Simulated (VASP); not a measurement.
# CuCl (Nantokite) (F-43m) in VASP: further runs

One crystal, CuCl (Nantokite), is run at these levels: HSE06, PBEsol; tasks: relaxation of cell and atoms.

Program: VASP 6.6.1. These are calculated values, not measurements. Logs are shortened: lines on timing, memory, paths and dates and some standing lists are left out, and cuts for length are marked.

## (1) Starting point

Symmetry: F-43m, No. 216, cubic system. Conventional cell: a = 5.300 Å, b = 5.300 Å, c = 5.300 Å, α = 90.00°, β = 90.00°, γ = 90.00°. Cu (site symmetry -43m) is surrounded by 4 Cl at 2.29 Å. Cl (site symmetry -43m) is surrounded by 4 Cu at 2.29 Å.

## (2) Relaxation of cell and atoms, HSE06

File POSCAR:

```
CuCl                                    
1.0
    0.0000000000      2.6497729772      2.6497729772
    2.6497729772     -0.0000000000      2.6497729772
    2.6497729772      2.6497729772      0.0000000000
  Cu              Cl            
     1     1
Direct
     0.0000000000000000    0.0000000000000000    0.0000000000000000
     0.2500000000000000    0.2500000000000000    0.2500000000000000
```

File INCAR.step1:

```
SYSTEM = CuCl
PREC = Accurate
ENCUT = 520
EDIFF = 1E-5
ISMEAR = 0
SIGMA = 0.03
LREAL = .False.
LASPH = .True.
NELM = 80
ALGO = Normal
LWAVE = .True.
LCHARG = .False.
KPAR = 4
GGA = PE
```

File INCAR.step2:

```
SYSTEM = CuCl
PREC = Accurate
ENCUT = 520
EDIFF = 1E-6
ISMEAR = 0
SIGMA = 0.03
LREAL = .False.
LASPH = .True.
NELM = 80
ALGO = Normal
ISIF = 3
LWAVE = .False.
LCHARG = .False.
GGA = PE
LHFCALC = .True.
HFSCREEN = 0.2
PRECFOCK = Fast
IBRION = 2
NSW = 25
EDIFFG = -0.01
KPAR = 4
ISTART = 1
```

File KPOINTS:

```
Automatic mesh
0
Gamma
  6 6 6
  0 0 0
```

Potentials or basis: VASP PAW PBE potentials, release 64 (Cu, Cl).

Command:

```sh
$ cat potpaw_PBE.64/Cu/POTCAR potpaw_PBE.64/Cl/POTCAR > POTCAR
$ cp INCAR.step1 INCAR
$ mpirun -np 4 vasp_std > vasp.out
$ cp INCAR.step2 INCAR
$ mpirun -np 4 vasp_std > vasp.out
```

OUTCAR:

```text
SYSTEM = CuCl
   PREC = Accurate
   ENCUT = 520
   EDIFF = 1E-6
   ISMEAR = 0
   LREAL = .False.
   LASPH = .True.
   NELM = 80
   ISIF = 3
   GGA = PE
   LHFCALC = .True.
   HFSCREEN = 0.2
   PRECFOCK = Fast
   IBRION = 2
   NSW = 25
   EDIFFG = -0.01
   ISTART = 1

 ion  position               nearest neighbor table
   1  0.000  0.000  0.000-   2 2.29   2 2.29   2 2.29   2 2.29
   2  0.250  0.250  0.250-   1 2.29   1 2.29   1 2.29   1 2.29

  LATTYP: Found a face centered cubic cell.
 ALAT       =     5.2995459544

  Lattice vectors:

 A1 = (   0.0000000000,   2.6497729772,   2.6497729772)
 A2 = (   2.6497729772,   0.0000000000,   2.6497729772)
 A3 = (   2.6497729772,   2.6497729772,   0.0000000000)

Analysis of symmetry for initial positions (statically):
=====================================================================
 Subroutine PRICEL returns:
 Original cell was already a primitive cell.

 Routine SETGRP: Setting up the symmetry group for a
 face centered cubic supercell.

 Subroutine GETGRP returns: Found 24 space group operations
 (whereof 24 operations were pure point group operations)
 out of a pool of 48 trial point group operations.

The static configuration has the point symmetry T_d .

Analysis of symmetry for dynamics (positions and initial velocities):
=====================================================================
 Subroutine PRICEL returns:
 Original cell was already a primitive cell.

 Routine SETGRP: Setting up the symmetry group for a
 face centered cubic supercell.

 Subroutine GETGRP returns: Found 24 space group operations
 (whereof 24 operations were pure point group operations)
 out of a pool of 48 trial point group operations.

The dynamic configuration has the point symmetry T_d .

 Subroutine INISYM returns: Found 24 space group operations
 (whereof 24 operations are pure point group operations),
 and found     1 'primitive' translations

----------------------------------------------------------------------------------------

                                     Primitive cell

  volume of cell :      37.2097

  direct lattice vectors                    reciprocal lattice vectors
     0.000000000  2.649772977  2.649772977    -0.188695411  0.188695411  0.188695411
     2.649772977  0.000000000  2.649772977     0.188695411 -0.188695411  0.188695411
     2.649772977  2.649772977  0.000000000     0.188695411  0.188695411 -0.188695411

  length of vectors
     3.747344882  3.747344882  3.747344882     0.326830038  0.326830038  0.326830038

  position of ions in fractional coordinates (direct lattice)
     0.000000000  0.000000000  0.000000000
     0.250000000  0.250000000  0.250000000

  ion indices of the primitive-cell ions
   primitive index   ion index
                 1           1
                 2           2

----------------------------------------------------------------------------------------

 KPOINTS: Automatic mesh

Automatic generation of k-mesh.
 Grid dimensions read from file:
 generate k-points for:    6    6    6

 Generating k-lattice:

  Cartesian coordinates                     Fractional coordinates (reciprocal lattice)
    -0.031449235  0.031449235  0.031449235     0.166666667  0.000000000  0.000000000
     0.031449235 -0.031449235  0.031449235     0.000000000  0.166666667  0.000000000
     0.031449235  0.031449235 -0.031449235     0.000000000  0.000000000  0.166666667

  Length of vectors
     0.054471673  0.054471673  0.054471673

  Shift w.r.t. Gamma in fractional coordinates (k-lattice)
     0.000000000  0.000000000  0.000000000

 Subroutine IBZKPT returns following result:
 ===========================================

 Found     16 irreducible k-points:

 Following reciprocal coordinates:
            Coordinates               Weight
  0.000000  0.000000  0.000000      1.000000
  0.166667  0.000000  0.000000      8.000000
  0.333333  0.000000  0.000000      8.000000
  0.500000  0.000000  0.000000      4.000000
  0.166667  0.166667  0.000000      6.000000
  0.333333  0.166667  0.000000     24.000000
[... 8 lines left out ...]
 -0.333333  0.333333  0.166667     24.000000
 -0.333333  0.500000  0.166667     12.000000
   k-points           NKPTS =     16   k-points in BZ     NKDIM =    216   number of bands    NBANDS=     13
   number of dos      NEDOS =    301   number of ions     NIONS =      2
   total plane-waves  NPLWV =  21952
   dimension x,y,z NGX =    28 NGY =   28 NGZ =   28
   dimension x,y,z NGXF=    56 NGYF=   56 NGZF=   56
   ions per type =               1   1
   NGX,Y,Z   is equivalent  to a cutoff of  12.42, 12.42, 12.42 a.u.
   NGXF,Y,Z  is equivalent  to a cutoff of  24.84, 24.84, 24.84 a.u.
 SYSTEM =  CuCl
   PREC   = accura    normal or accurate (medium, high low for compatibility)
   ISTART =      1    job   : 0-new  1-cont  2-samecut
   ICHARG =      0    charge: 1-file 2-atom 10-const
   ISPIN  =      1    spin polarized calculation?
   LNONCOLLINEAR =      F non collinear calculations
   LSORBIT =      F    spin-orbit coupling
   LASPH  =      T    aspherical Exc in radial PAW
   ENCUT  =  520.0 eV  38.22 Ry    6.18 a.u.   6.97  6.97  6.97*2*pi/ulx,y,z
   NELM   =     80;   NELMIN=  2; NELMDL=  0     # of ELM steps
   EDIFF  = 0.1E-05   stopping-criterion for ELM
   LREAL  =      F    real-space projection
   EDIFFG = -.1E-01   stopping-criterion for IOM
   NSW    =     25    number of steps for IOM
   IBRION =      2    ionic relax: 0-MD 1-quasi-New 2-CG
   NFREE  =      1    steps in history (QN), initial steepest desc. (CG)
   ISIF   =      3    stress and relaxation
   ISYM   =      3    0-nonsym 1-usesym 2-fastsym
   POTIM  = 0.5000    time-step for ionic-motion
   TEBEG  =    0.0;   TEEND  =   0.0 temperature during run
   PSTRESS=    0.0 pullay stress
   NELECT =      18.0000    total number of electrons
   NUPDOWN=      -1.0000    fix difference up-down
   EMIN   =  10.00;   EMAX   =-10.00  energy-range for DOS
   EFERMI =   0.00;   METHOD = LEGACY
   ISMEAR =     0;   SIGMA  =   0.03  broadening in eV -4-tet -1-fermi 0-gaus
   EFERMI_NEDOS =   21; number of points for ismear=-14 and -15
   IALGO  =     38    algorithm
   IMIX   =      1    mixing-type and parameters
     AMIX     =   0.40;   BMIX     =  1.00
     AMIX_MAG =   1.60;   BMIX_MAG =  1.00
  volume/ion in A,a.u.               =      18.60       125.55
  Fermi-wavevector in a.u.,A,eV,Ry     =   1.285130  2.428543 22.470820  1.651559
  Thomas-Fermi vector in A             =   2.417282
   LORBIT       =      0    0 simple, 1 ext, 2 COOP (PROOUT), +10 PAW based schemes
   GGA     = PE    functional components
   LHFCALC =     T    Hartree Fock is set to
   PRECFOCK=fast      Normal, Fast or Accurate (Low or Medium for compatibility)
   ENCUT4O =  -1.0   cutoff for four orbital integrals eV
   NKREDX  =     1    reduce k-point grid by
   NKREDY  =     1    reduce k-point grid by
   NKREDZ  =     1    reduce k-point grid by
   AEXX    =    0.2500 exact exchange contribution
   HFSCREEN=    0.2000 screening length (either q_TF or 0.3 A-1)
   HFSCREENC=   0.2000 screening length for correlation (either q_TF or 0.3 A-1)
   ENCUTFOCK=  -1.0 apply spherical cutoff to Coloumb kernel
   IVDW    =     0    specifies the selected vdW correction
   LEPSILON=     F    determine dielectric tensor
   LRPA    =     F    only Hartree local field effects (RPA)
 conjugate gradient relaxation of ions
 non-spin polarized calculation
 Gauss-broadening in eV      SIGMA  =   0.03
  energy-cutoff  :      520.00
  volume of cell :       37.21
 maximum number of plane-waves:      1018
  NGX = 16; NGY = 16; NGZ = 16

--------------------------------------- Ionic step        1  -------------------------------------------

 number of electron      18.0000013 magnetization

 Free energy of the ion-electron system (eV)
  ---------------------------------------------------
  ext. energy  EPLUGINS =         0.00000000
  ---------------------------------------------------
  free energy    TOTEN  =        -7.52521254 eV

  energy without entropy =       -7.52521254  energy(sigma->0) =       -7.52521254

------------------------ aborting loop because EDIFF is reached ----------------------------------------

  FORCE on cell =-STRESS in cart. coord.  units (eV):
  Direction    XX          YY          ZZ          XY          YZ          ZX
  --------------------------------------------------------------------------------------
  -------------------------------------------------------------------------------------
  Total        1.0127748      1.0127748      1.0127748      0.0000000      0.0000000     -0.0000000
  in kB       43.6081291     43.6081291     43.6081291      0.0000000      0.0000000     -0.0000000
  external PRESSURE =      43.6081291 kB  Pullay stress =       0.0000000 kB

 VOLUME and BASIS-vectors are now :
 -----------------------------------------------------------------------------
  energy-cutoff  :      520.00
  volume of cell :       37.21
      direct lattice vectors                 reciprocal lattice vectors
     0.000000000  2.649772977  2.649772977    -0.188695411  0.188695411  0.188695411
     2.649772977  0.000000000  2.649772977     0.188695411 -0.188695411  0.188695411
     2.649772977  2.649772977  0.000000000     0.188695411  0.188695411 -0.188695411
[... 37 lines left out ...]
 POSITION                                       TOTAL-FORCE (eV/Angst)
 -----------------------------------------------------------------------------------
      5.42901      2.71451      2.71451        -0.000000     -0.000000     -0.000000
      1.35725      1.35725      1.35725         0.000000      0.000000      0.000000
 -----------------------------------------------------------------------------------
    total drift:                                0.000011      0.000019      0.000011

  FREE ENERGIE OF THE ION-ELECTRON SYSTEM (eV)
  ---------------------------------------------------
  free  energy   TOTEN  =        -7.5663043581 eV

  energy  without entropy=       -7.5663043581  energy(sigma->0) =       -7.56630436

--------------------------------------- Ionic step        3  -------------------------------------------

 number of electron      17.9999991 magnetization

 Free energy of the ion-electron system (eV)
  ---------------------------------------------------
  ext. energy  EPLUGINS =         0.00000000
  ---------------------------------------------------
  free energy    TOTEN  =        -7.56657916 eV

  energy without entropy =       -7.56657916  energy(sigma->0) =       -7.56657916

 E-fermi :   2.6359     XC(G=0):  -7.6836

 val. band max:        2.4766534501   @ k =   0.0000   0.0000   0.0000
 cond. band min:       4.8143351369   @ k =   0.0000   0.0000   0.0000
 fundamental gap:      2.3376816868
 Fermi energy:         2.6359220755

 k-point     1 :       0.0000    0.0000    0.0000
  band No.  band energies     occupation
      1     -15.3964      2.00000
      2      -2.4146      2.00000
      3      -2.4146      2.00000
      4      -2.4146      2.00000
      5       0.6998      2.00000
      6       0.6998      2.00000
      7       2.4767      2.00000
      8       2.4767      2.00000
      9       2.4767      2.00000
     10       4.8143      0.00000
     11      11.1804      0.00000
     12      11.1804      0.00000
     13      11.1804      0.00000

 k-point     2 :       0.1667    0.0000    0.0000
  band No.  band energies     occupation
      1     -15.2872      2.00000
      2      -2.8225      2.00000
      3      -2.3922      2.00000
      4      -2.3922      2.00000
      5       0.6887      2.00000
      6       0.6887      2.00000
      7       1.8899      2.00000
      8       2.3294      2.00000
      9       2.3294      2.00000
     10       5.7969      0.00000
     11      10.6300      0.00000
[... 246 lines left out ...]
 POSITION                                       TOTAL-FORCE (eV/Angst)
 -----------------------------------------------------------------------------------
      0.00000      0.00000      0.00000        -0.000000     -0.000000     -0.000000
      1.35932      1.35932      1.35932         0.000000      0.000000      0.000000
 -----------------------------------------------------------------------------------
    total drift:                                0.000001     -0.000001     -0.000002

  FREE ENERGIE OF THE ION-ELECTRON SYSTEM (eV)
  ---------------------------------------------------
  free  energy   TOTEN  =        -7.5665791638 eV

  energy  without entropy=       -7.5665791638  energy(sigma->0) =       -7.56657916

 reached required accuracy - stopping structural energy minimisation
```

It took 6.6 min on 4 MPI ranks of Intel Xeon Platinum 8488C (Sapphire Rapids), shared host; peak memory 0.25 GiB.

Results:

* Free energy: -7.5666 eV
* Relaxed volume: 20.09 Å³/atom
* Relaxed cell: a = 3.845 Å, b = 3.845 Å, c = 3.845 Å, α = 60.00°, β = 60.00°, γ = 60.00°
* Space group after relaxing (to 0.05 Å): F-43m (No. 216)
* Energy gained by relaxing: 20.7 meV/atom
* Ionic steps: 3
* Pressure after relaxing: 0.1 GPa
* Band gap on the k mesh: 2.34 eV, direct

The path:
| step | energy change (eV) | largest force (eV/Å) | pressure (GPa) | volume (Å³) |
| --- | --- | --- | --- | --- |
| 1 | 0.0000 | 0.0000 | 4.36 | 37.21 |
| 2 | -0.0411 | 0.0000 | 0.27 | 40.00 |
| 3 | -0.0414 | 0.0000 | 0.07 | 40.19 |

Final structure:
```yaml
crystal:
  lattice:
    - [0.00000, 2.71864, 2.71864]
    - [2.71864, 0.00000, 2.71864]
    - [2.71864, 2.71864, 0.00000]
  atoms:
    - { symbol: Cu, position: [0.00000, 0.00000, 0.00000] }
    - { symbol: Cl, position: [0.25000, 0.25000, 0.25000] }
```

Caveat: the PAW data sets were made with another functional, which shifts forces and pressure a little. Zero-point motion and thermal expansion aren't in these numbers.

(Continued in part 2 of 2.)
